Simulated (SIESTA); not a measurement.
Runs of SIESTA 5.4.2 on HgSe. Symmetry: F-43m, No. 216, cubic system. Conventional cell: a = 6.078 Å, b = 6.078 Å, c = 6.078 Å, α = 90.00°, β = 90.00°, γ = 90.00°. Around Hg (site symmetry -43m) lie 4 Se at 2.63 Å. Se (site symmetry -43m) is surrounded by 4 Hg at 2.63 Å. 

```tsv
level	potentials or basis	spin	k mesh	gap on the mesh (eV)	pressure (GPa)	moment (μB)
RPBE	PseudoDojo 0.4 standard (PBE files), DZP (energy shift 0.003 Ry; two zetas on semicore shells)	off	8 × 8 × 8	none	7.8	-
vdW-DF-cx	PseudoDojo 0.4 standard (PBE files), DZP (energy shift 0.003 Ry; two zetas on semicore shells)	off	8 × 8 × 8	none	(a)	-
PBE	PseudoDojo 0.4 standard (PBE files, fully relativistic), DZP (energy shift 0.003 Ry; two zetas on semicore shells)	non-collinear, zero start, SOC	6 × 6 × 6	none	4.7	0.00
PBE	PseudoDojo 0.4 standard (PBE files, fully relativistic), TZP (energy shift 0.003 Ry; two zetas on semicore shells)	non-collinear, zero start, SOC	6 × 6 × 6	none	3.8	0.00
PBEsol	PseudoDojo 0.4 standard (PBEsol files), DZP (energy shift 0.003 Ry; two zetas on semicore shells)	off	8 × 8 × 8	none	(b)	-
```

Alike in all rows: task band structure; cell as given; smearing fermi-dirac 0.05 eV; grid cutoff 800 Ry; energy shift 0.003 Ry.

Problem. Fill in the values left out.

Solution. (a) 3.2; (b) 2.5.

Caveats: short orbitals over semicore shells can move pressures by several GPa; the valence orbitals were made in a potential fitted to the semicore shell under them, which widens gaps by tenths of an eV or more; the basis of atomic orbitals isn't converged, which shifts pressures, moduli and gaps; spin-orbit coupling is left out, which moves the levels of the heavy elements (some runs); the potentials were made for another functional, which shifts forces and pressure (some runs).

A k mesh can miss the band edges, and rows without SOC leave out spin-orbit coupling on Hg, Se.

A gap of «none» marks a metal or a gap under the smearing width.
